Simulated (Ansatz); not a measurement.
GeTe:
Space group R3m, hexagonal axes (No. 160); a = 4.227 Å, b = 4.227 Å, c = 10.941 Å, α = 90.00°, β = 90.00°, γ = 120.00°

```
atom  site  symmetry       x       y       z
----  ----  --------  ------  ------  ------
Ge      3a        3m  0.0000  0.0000  0.7661
Te      3a        3m  0.0000  0.0000  0.2339
```
(The calculation used a cell of 2 atoms; values per cell refer to that cell.)

Relaxed with PBE.

Q: Which orbitals make up the states near the band edges in DFT-PBE in the program Ansatz with PAW potentials?

A: Top 1 eV of the valence band: Te 5p 59 %, Ge 4p 21 %, Ge 4s 16 %. Bottom 1 eV of the conduction band: Ge 4p 69 %, Te 5p 17 %, Te 5s 7 %. Projections are on Löwdin-orthogonalised atomic valence shells; empty p or d shells of many metals are not among them.

Q: Tabulate the density of states.

A: States/eV per cell of 2 atoms, in 0.25 eV bins, energy from the valence-band maximum.

```
E (eV)  total  Te 5p  Ge 4p  Ge 4s
------  -----  -----  -----  -----
-7.89    1.46   0.30   0.04   0.98
-7.64    1.07   0.20   0.03   0.70
-7.39    0.74   0.14   0.02   0.46
-7.14    0.46   0.09   0.01   0.27
-6.89    0.32   0.06   0.01   0.18
-6.64    0.25   0.04   0.01   0.14
-6.39    0.18   0.03   0.01   0.10
-6.14    0.14   0.02   0.00   0.08
-5.89    0.10   0.01   0.00   0.06
-5.64    0.07   0.01   0.00   0.04
-5.39    0.05   0.00   0.00   0.03
-5.14    0.02   0.00   0.00   0.01
-4.89    0.49   0.26   0.21   0.02
-4.64    0.78   0.42   0.33   0.02
-4.39    0.82   0.45   0.34   0.02
-4.14    0.85   0.47   0.34   0.02
-3.89    1.01   0.57   0.40   0.03
-3.64    1.16   0.66   0.44   0.03
-3.39    1.47   0.86   0.54   0.04
-3.14    1.66   1.00   0.59   0.04
-2.89    1.61   0.98   0.55   0.05
-2.64    1.62   1.00   0.53   0.05
-2.39    1.63   1.02   0.51   0.06
-2.14    1.66   1.06   0.49   0.07
-1.89    1.76   1.16   0.48   0.08
-1.64    1.66   1.11   0.43   0.09
-1.39    1.09   0.65   0.30   0.11
-1.14    1.16   0.64   0.32   0.16
-0.89    1.45   0.83   0.35   0.22
-0.64    1.30   0.78   0.27   0.21
-0.39    0.71   0.44   0.11   0.13
-0.14    0.09   0.06   0.01   0.02
0.11     0.00   0.00   0.00   0.00
0.36     0.00   0.00   0.00   0.00
0.61     0.01   0.00   0.01   0.00
0.86     0.35   0.05   0.24   0.01
1.11     1.42   0.22   1.00   0.04
1.36     1.94   0.35   1.34   0.05
1.61     1.60   0.35   1.06   0.04
1.86     1.41   0.35   0.89   0.04
2.11     1.35   0.37   0.82   0.04
2.36     1.42   0.39   0.81   0.03
2.61     1.88   0.49   0.92   0.03
2.86     1.70   0.48   0.86   0.03
3.11     1.10   0.35   0.62   0.02
3.36     1.24   0.40   0.70   0.02
3.61     1.32   0.42   0.70   0.01
3.86     1.41   0.43   0.68   0.01
4.11     1.38   0.42   0.64   0.01
4.36     1.02   0.33   0.48   0.01
4.61     0.85   0.28   0.39   0.01
4.86     1.06   0.26   0.37   0.01
5.11     1.58   0.29   0.41   0.01
5.36     1.78   0.31   0.44   0.01
```

The cell was relaxed with PBE under the symmetry of its start; of distortions, only those at the zone centre were tested. Spin–orbit coupling is left out wherever it is not named.

Potentials: the later of the program's two PAW sets.
